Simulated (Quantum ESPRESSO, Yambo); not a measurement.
# AgBr (Bromargyrite): G0W0 with Yambo, start to end, part 3 of 3

Aim: the G0W0 gap of AgBr (Bromargyrite) on PBE, step by step.

Quantum ESPRESSO 7.5 and Yambo 5.3.0; PBE and many-body steps on it, plane waves. Known limits of the many-body steps: not at the basis limit; d shell near the gap, gap tends to lie low; no spin-orbit coupling; coarse k mesh.

So far. Step 3 (Bands along the symmetry lines): The gap is 0.676 eV, as in the run before at this level. Step 4 (Empty states on the mesh, 4×4×4 mesh, 585 bands): On this mesh the gap is 0.676 eV.

**6. Screening and self-energy, 4×4×4 mesh, 249 bands, screening to 231.3 eV**

G0W0 replaces the xc potential by the self-energy, built once from these orbitals. Only a window of levels is corrected, while the sums run over the empty bands that the input names.

This step: G0W0 on PBE, plane waves, norm-conserving pseudopotentials.

Contents of gw2.in:

```
HF_and_locXC
gw0
dyson
ppa
em1d
rim_cut
RandQpts= 1000000
RandGvec= 1 RL
EXXRLvcs= 76 Ry
VXCRLvcs= 304 Ry
Chimod= "HARTREE"
% BndsRnXp
 1 | 249 |
%
NGsBlkXp= 17 Ry
% LongDrXp
 1 | 1 | 1 |
%
% GbndRnge
 1 | 249 |
%
DysSolver= "n"
ExtendOut
PPAPntXp= 27.21138 eV
% QPkrange
 3 | 3 | 17 | 20 |
 1 | 1 | 17 | 20 |
%
```

On the command line:

```console
$ OMP_NUM_THREADS=1 mpirun -n 4 yambo -F gw2.in -J gw2 -C gw2 > gw2.log
```

The program printed:

```text
 Yambo, version 5.3.0

 [02] CORE Variables Setup
 =========================

  [... cell, symmetries and grids as in the set-up ...]

  [02.05] Energies & Occupations
  ==============================

  [X] === General ===
  [X] Electronic Temperature                        :  0.000000  0.000000 [eV K]
  [X] Bosonic    Temperature                        :  0.000000  0.000000 [eV K]
  [X] Finite Temperature mode                       : no
  [X] El. density                                   :  0.74786E+24 [cm-3]
  [X] Fermi Level                                   :  9.392987 [eV]

  [X] === Gaps and Widths ===
  [X] Conduction Band Min                           :  0.676466 [eV]
  [X] Valence Band Max                              :  0.000000 [eV]
  [X] Filled Bands                                  :  18
  [X] Empty Bands                                   :    19   585
  [X] Direct Gap                                    :  2.544364 [eV]
  [X] Direct Gap localized at k                     :  1
  [X] Indirect Gap                                  :  0.676466 [eV]
  [X] Indirect Gap between kpts                     :  3  1
  [X] Last valence band width                       :  2.238986 [eV]
  [X] 1st conduction band width                     :  4.251732 [eV]

 [03] Transferred momenta grid and indexing
 ==========================================

 IBZ Q-points                                      :   8
 BZ  Q-points                                      :   64

 K/Q-points units:
 rlu = crystal or reduced units; cc = cartesian coordinates; iku = interal k-units

 Q [1]          [rlu]:  0.000000  0.000000  0.000000
 Q [2]          [rlu]:  0.87369E-17  0.87369E-17  0.25000
 Q [3]          [rlu]: -0.17474E-16 -0.17474E-16 -0.50000
 Q [4]          [rlu]: -0.27823E-16  0.25000      0.25000
 Q [5]          [rlu]: -0.58773E-17  0.25000      0.50000
 Q [6]          [rlu]: -0.17474E-16  0.25000     -0.25000
 Q [7]          [rlu]:  0.55646E-16 -0.50000     -0.50000
 Q [8]          [rlu]:  0.250000 -0.500000 -0.250000

 [04] Coloumb potential Random Integration (RIM)
 ===============================================

  [04.01] RIM initialization
  ==========================

  * Diagonal components only detected *

  8 x (sBL volume)        :  0.095449 [a.u.]
  sBZ random points       :  1000000
  Points outside the sBZ  :   7987327
  RL volume               :  0.763589 [a.u.]
  Integrated volume       :  0.764801 [a.u.]

  [04.02] RIM integrals
  =====================

  Gamma point sphere radius             :  0.082897 [a.u.]
  Points outside the sphere             :   799513
  [Int_sBZ(q=0) 1/q^2]*(Vol_sBZ)^(-1/3) =:  7.764325
                                 should be <:  7.795600

  Summary of Coulomb integrals for non-metallic bands |Q|[au] RIM/Bare

  Q [1] 0.100000E-4 0.995988 * Q [2] 0.249326 1.066027
  Q [4] 0.287897 1.065367 * Q [6] 0.407147 1.027704
  Q [5] 0.477423 1.020621 * Q [3] 0.498652 1.018189
  Q [7] 0.575793 1.014680 * Q [8] 0.643756 1.011664

 [05] Dipoles
 ============

  [05.01] Setup: observables and procedures
  =========================================

 [06] Dynamic Dielectric Matrix (PPA)
 ====================================

 [WR./gw2//ndb.pp]---------------------------------------------------------------
  Brillouin Zone Q/K grids (IBZ/BZ)                :    8   64    8   64
  RL vectors                                       :   4477 [WF]
  Coulomb cutoff potential                         : none
  Electronic Temperature                           :  0.000000 [K]
  Bosonic    Temperature                           :  0.000000 [K]
  PPA    diel. fun.  energies                      : Perdew, Burke & Ernzerhof(X)+Perdew, Burke & Ernzerhof(C)
  wavefunctions                                    : Perdew, Burke & Ernzerhof(X)+Perdew, Burke & Ernzerhof(C)
  Global Gauge                                     : length
  X matrix size                                    :   411
  X band range                                     :    1  249
  X e/h energy range                               : -1.000000 -1.000000 [eV]
  X Time ordering                                  : R
  X Hxc Kernel                                     : HARTREE
  X Drude frequency                                :  0.000000  0.000000
  X poles                                          :  100.0000 [o/o]
  RL vectors in the sum                            :   4477
  [r,Vnl] included                                 : yes
  Field direction                                  :  0.577350E-5  0.577350E-5  0.577350E-5
  BZ energy Double Grid                            : no
  BZ energy DbGd points                            : 0
  BZ Q point size factor                           : -1.000000
  X Optical Averaged directions                    : none

 [07] Local Exchange-Correlation + Non-Local Fock
 ================================================

 [VXC] Plane waves :  29123
 [EXS] Plane waves :   3719

 QP @ state[ 1 ] K range:  1  1
 QP @ state[ 1 ] b range:  17  20
 QP @ state[ 2 ] K range:  3  3
 QP @ state[ 2 ] b range:  17  20

 [xc] Functional : Perdew, Burke & Ernzerhof(X)+Perdew, Burke & Ernzerhof(C)
 [xc] LIBXC used to calculate xc functional
  PP Number of Atomic Species                      :  2
  NLCC RL compoments                               :  29123
  PP Number of Atomic Species                      :  2
  NLCC RL compoments                               :  29123

 [xc] E_xc :  -26.50061 [Ha]
      E_xc :  -53.00121 [Ry]

  Local XC kind (lXC) : Perdew, Burke & Ernzerhof(X)+Perdew, Burke & Ernzerhof(C)
  Non-Local XC kind (nlXC) : Hartree-Fock

  Corrections @ K [1] :  [eV]
 <17|nlXC|17> = -19.81457 -0.33566E-17 <17|lXC|17> = -14.89958  0.000000
 <18|nlXC|18> = -19.81461  0.28043E-18 <18|lXC|18> = -14.89958  0.000000
 <19|nlXC|19> = -7.855291  0.17582E-17 <19|lXC|19> = -11.58100  0.000000
 <20|nlXC|20> = -6.470592  0.19237E-17 <20|lXC|20> = -11.58770  0.000000

  Corrections @ K [3] :  [eV]
 <17|nlXC|17> = -26.08885 -0.96392E-17 <17|lXC|17> = -20.90963  0.37763E-15
 <18|nlXC|18> = -26.08887 -0.30880E-17 <18|lXC|18> = -20.90963  0.000000
 <19|nlXC|19> = -5.381687 -0.87890E-18 <19|lXC|19> = -9.309768  0.18882E-15
 <20|nlXC|20> = -9.470414 -0.14922E-17 <20|lXC|20> = -14.51292  0.000000

 [08] Dyson equation: Newton solver
 ==================================

  [08.01] G0W0 (W PPA)
  ====================

  [  GW  ] Bands range     :    1  249
  [GW/PPA] G damping       :  0.100000 [eV]

  QP @ state[ 1 ] K range:  1  1
  QP @ state[ 1 ] b range:  17  20
  QP @ state[ 2 ] K range:  3  3
  QP @ state[ 2 ] b range:  17  20

   Sc/G bands                                       :    1  249
   Sc/G damping                                     :  0.100000 ev
   Sc bands terminator                              : no
   Sx RL components                                 :   3719

   QP @ state[ 1 ] K range                          :  1  1
   QP @ state[ 1 ] b range                          :  17  20
   QP @ state[ 2 ] K range                          :  3  3
   QP @ state[ 2 ] b range                          :  17  20
   GF energies kind                                 : Perdew, Burke & Ernzerhof(X)+Perdew, Burke & Ernzerhof(C)
   GF WF`s kind                                     : Perdew, Burke & Ernzerhof(X)+Perdew, Burke & Ernzerhof(C)
   Xs energies kind                                 : Perdew, Burke & Ernzerhof(X)+Perdew, Burke & Ernzerhof(C)
   Xs WF`s kind                                     : Perdew, Burke & Ernzerhof(X)+Perdew, Burke & Ernzerhof(C)

 [11] Game Over & Game summary
```

The job ended after 7.3 min (4 MPI ranks of Intel Xeon 6975P-C (Granite Rapids), shared host; peak memory 2 GiB).

This step gave:

```yaml
g0w0_gap_on_the_points_computed: 2.105 eV
starting_gap_on_the_mesh: 0.6765 eV
k_of_the_valence_top: 0, 0, -0.5
k_of_the_conduction_bottom: 0, 0, 0
least_direct_g0w0_gap_on_the_computed_points: 4.469 eV
z_at_the_valence_top: 0.8009
z_at_the_conduction_bottom: 0.8276
```

The gap on the mesh goes from 0.68 eV to 2.10 eV, a correction of +1.43 eV.

Limits: finite bands, cutoff and mesh; d shell near the gap, gap tends to lie low; no spin-orbit coupling; coarse k mesh. v1 is the top filled band, c1 the lowest empty one. The levels before and after the correction (eV, zero at the valence-band top of each column):

|  | conduction bottom | valence top |
| --- | --- | --- |
| Kohn-Sham | 0.68 | 0.00 |
| G0W0 | 2.10 | 0.00 |

|  | level | energy (eV) |
| --- | --- | --- |
| Kohn-Sham | Γ v2-v1 | -1.868 |
| Kohn-Sham | Γ c1 | 0.676 |
| Kohn-Sham | Γ c2 | 9.933 |
| Kohn-Sham | (0 0 -0.5) v2-v1 | 0.000 |
| Kohn-Sham | (0 0 -0.5) c1 | 3.790 |
| Kohn-Sham | (0 0 -0.5) c2 | 6.489 |
| G0W0 | Γ v2-v1 | -2.364 |
| G0W0 | Γ c1 | 2.105 |
| G0W0 | Γ c2 | 11.922 |
| G0W0 | (0 0 -0.5) v2-v1 | 0.000 |
| G0W0 | (0 0 -0.5) c1 | 5.234 |
| G0W0 | (0 0 -0.5) c2 | 7.985 |

**7. Where the time went**

Times are wall times on the hardware named with each run, good to a factor of about two.

| step | time | share | memory (GiB) |
| --- | --- | --- | --- |
| ground state | 7.9 s | 1 % | 0.29 |
| bands along the symmetry lines | 5.2 s | 1 % | 0.26 |
| empty states on the mesh | 76 s | 14 % | 1.1 |
| conversion and set-up | 3.4 s | 1 % | 0.25 |
| screening and self-energy | 7.3 min | 83 % | 2.0 |

**8. Results**

| Item | Value |
| --- | --- |
| PBE gap | 0.68 eV, indirect |
| G0W0 gap on the mesh | 2.10 eV |
| GW settings | 4×4×4 mesh, 249 bands, screening to 231.3 eV, Godby-Needs plasmon pole |
| known limits | not at the basis limit; d shell near the gap, gap tends to lie low; no spin-orbit coupling; coarse k mesh |

In words: G0W0 moves the gap on the mesh from 0.68 eV to 2.10 eV (+1.43 eV), with Z of 0.80 and 0.83 at the edges. Only 2 of the mesh's irreducible points were corrected, so a valley elsewhere could overtake. The dearest step here is «screening and self-energy». Bands and cutoff are finite, so the gap is not at the basis limit. The miss can reach some tenths of an eV and take either sign; the mesh is an error of its own. In the G0W0 run levels were corrected at 2 k points alone, so a gap called «on the mesh» is the least over those, and an edge elsewhere would be missed. The 4×4×4 mesh is coarse for this cell, which bears on the long-range parts of exchange and screening. A d shell, filled or nearly so, lies near the gap. One-shot GW converges very slowly in bands there, not always from below, and on a semilocal start the gap tends to come out low; starts rich in exact exchange can overshoot instead. The many-body steps are scalar-relativistic: spin-orbit coupling is not in them.

[Paths, hosts, dates, memory and timing lines, banners, echoed tables and standing remarks are left out of the program output.]

[Logs are printed without paths, hosts, clocks, repeated set-up lines and the standing remarks that a program may print on its own settings, such as how far it seeks lower states.]

[Runs of the session that timed out or met a known fault of the program may be left out.]

[Hosts, paths, dates, database ids (printed as entryN), source tags and the programs' standing remarks are cut or masked in the printed files.]
